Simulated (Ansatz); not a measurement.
Equation of state of MgI$_{2}$ from a dense series

```yaml
crystal:
  lattice:
    - [4.15370, 0.00000, 0.00000]
    - [-2.07685, 3.59721, 0.00000]
    - [0.00000, 0.00000, 6.86200]
  atoms:
    - { symbol: Mg, position: [0.00000, 0.00000, 0.00000] }
    - { symbol: I, position: [0.33333, 0.66667, 0.75763] }
    - { symbol: I, position: [0.66667, 0.33333, 0.24237] }
```

Atoms are numbered in the order listed.

The cell is a measured one (Crystallography Open Database entry 2013551); the temperature and pressure of the measurement aren't taken into account, and nothing was relaxed.

Spin–orbit coupling is left out, though it moves levels of the heavy atoms by tenths of an eV or more.

These are results of Ansatz 0.2.0, DFT, PBEsol, all-electron LAPW, scalar-relativistic, not measurements.

The runs use a Γ-centred 7×7×4 k mesh, Fermi–Dirac smearing of 0.03 eV, basis error target 1 meV/atom, no spin polarisation.

The cell is scaled evenly. Fractional coordinates are held (clamped ions).

| V (Å³/atom) | P (GPa) |
| --- | --- |
| 32.126 | 1.92 |
| 33.493 | 0.44 |
| 33.835 | 0.12 |
| 34.177 | -0.19 |
| 34.518 | -0.48 |
| 34.860 | -0.75 |
| 35.544 | -1.26 |
| 36.227 | -1.71 |

(1) Fit a third-order Birch–Murnaghan curve to the pressures.

(2) Predict the pressure at the withheld volume, 32.810 Å³/atom.

## Answers

(1) P = (3B0/2)(y^(7/2) − y^(5/2))[1 + (3/4)(B0′ − 4)(y − 1)] with y = (V0/V)^(2/3) fits within 0.01 GPa for V0 = 33.964 Å³/atom, B0 = 30.6 GPa and B0′ = 4.39.

(2) There y = 1.0233, so the fit gives 1.14 GPa; the run gave 1.14 GPa.
